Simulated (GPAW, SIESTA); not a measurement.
This is a calculation of SnTe for GPAW 26.7.0 (ASE script). Measurements of this composition are mostly on another form, of space group No. 225.

The input run.py:

```python
from ase import Atoms
from ase.dft.bandgap import bandgap
from ase.io import write
from ase.units import Bohr, GPa
from gpaw import GPAW, PW, setup_paths
from gpaw.elf import elf_from_dft_calculation

setup_paths.insert(0, '.')

atoms = Atoms(['Te', 'Sn'],
              cell=[[0.0, 3.611146, 3.611146],
                    [3.611146, 0.0, 3.611146],
                    [3.611146, 3.611146, 0.0]],
              scaled_positions=[[0.25, 0.25, 0.25],
                                [0.0, 0.0, 0.0]],
              pbc=True)

calc = GPAW(mode=PW(600),
            xc='PBEsol',
            kpts={'size': (7, 7, 7), 'gamma': True},
            occupations={'name': 'fermi-dirac', 'width': 0.05},
            nbands=19,
            convergence={'density': 1e-05, 'energy': 1e-05},
            maxiter=150,
            txt='gpaw.txt')
atoms.calc = calc
energy = atoms.get_potential_energy()
forces = atoms.get_forces()
stress = atoms.get_stress()
calc.write('gs.gpw')
write('result.traj', atoms)
print(f'Energy: {energy:.6f} eV')
print('Forces (eV/A):')
print(forces.round(4))
print('Stress (GPa):', (stress / GPa).round(3))
print('Fermi level:', round(calc.get_fermi_level(), 4), 'eV')
print(f'Gap: {bandgap(calc)[0]:.4f} eV, direct: {bandgap(calc, direct=True)[0]:.4f} eV')

# fields on the real-space grid
write('density.cube', atoms, data=calc.get_pseudo_density() * Bohr**3)
write('potential.cube', atoms, data=calc.get_electrostatic_potential())
write('elf.cube', atoms, data=elf_from_dft_calculation(calc).data)
```

Potentials or basis: PAW data sets generated in the run's folder for this functional, pw.

Launch:

```bash
$ gpaw-setup -f PBEsol Sn Te
$ OMP_NUM_THREADS=1 python run.py
```

Question: What does the same run look like in SIESTA 5.4.2? Potentials or basis there: files PseudoDojo sr-pbesol-0.4.1-standard, DZP (energy shift 0.003 Ry; two zetas on semicore shells).

Answer: As run (cutoffs and basis follow the program's own potentials, and thresholds, step limits or extra output files can differ):

File SnTe.fdf:

```
SystemName                      SnTe
SystemLabel                     SnTe
NumberOfSpecies                 2
NumberOfAtoms                   2
%block ChemicalSpeciesLabel
  1  52 Te
  2  50 Sn
%endblock ChemicalSpeciesLabel

LatticeConstant                 1.0 Ang
%block LatticeVectors
     0.0000000000     3.6111460000     3.6111460000
     3.6111460000     0.0000000000     3.6111460000
     3.6111460000     3.6111460000     0.0000000000
%endblock LatticeVectors
AtomicCoordinatesFormat         Fractional
%block AtomicCoordinatesAndAtomicSpecies
     0.2500000000     0.2500000000     0.2500000000  1  Te
     0.0000000000     0.0000000000     0.0000000000  2  Sn
%endblock AtomicCoordinatesAndAtomicSpecies

%block kgrid.MonkhorstPack
    7   0   0  0.0
    0   7   0  0.0
    0   0   7  0.0
%endblock kgrid.MonkhorstPack
XC.Functional                   GGA
XC.Authors                      PBEsol
PAO.BasisSize                   DZP
PAO.EnergyShift                 0.003 Ry
Mesh.Cutoff                     500 Ry
OccupationFunction              FD
ElectronicTemperature           0.05 eV
MaxSCFIterations                120
SCF.MustConverge                false
SCF.Mixer.Method                Pulay
SCF.Mixer.Weight                0.25
SCF.Mixer.History               8
SCF.DM.Tolerance                5.0e-05
SCF.H.Tolerance                 1.0e-03 eV
WriteForces                     true
Charge.Mulliken                 end
%block PAO.Basis
  Te 4
  n=5 0 2
    5.613 0.000
  n=5 1 2
    7.253 0.000
  n=4 2 2
    3.260 0.000
  n=5 2 1
    7.253
  Sn 4
  n=5 0 2
    6.406 0.000
  n=5 1 2
    8.599 0.000
  n=4 2 2
    3.767 0.000
  n=5 2 1
    8.599
%endblock PAO.Basis
```

Potentials or basis: PseudoDojo 0.4 standard (PBEsol files), converted to PSML, two zetas on semicore shells, DZP (energy shift 0.003 Ry; two zetas on semicore shells).

Run with:

```console
$ siesta < SnTe.fdf > SnTe.out 2>&1
```

Both were run:

|  | GPAW | SIESTA |
| --- | --- | --- |
| Pressure | -1.5 GPa | -0.9 GPa |

The potentials hold 20 and 30 valence electrons a cell.

Pressure is positive in compression.
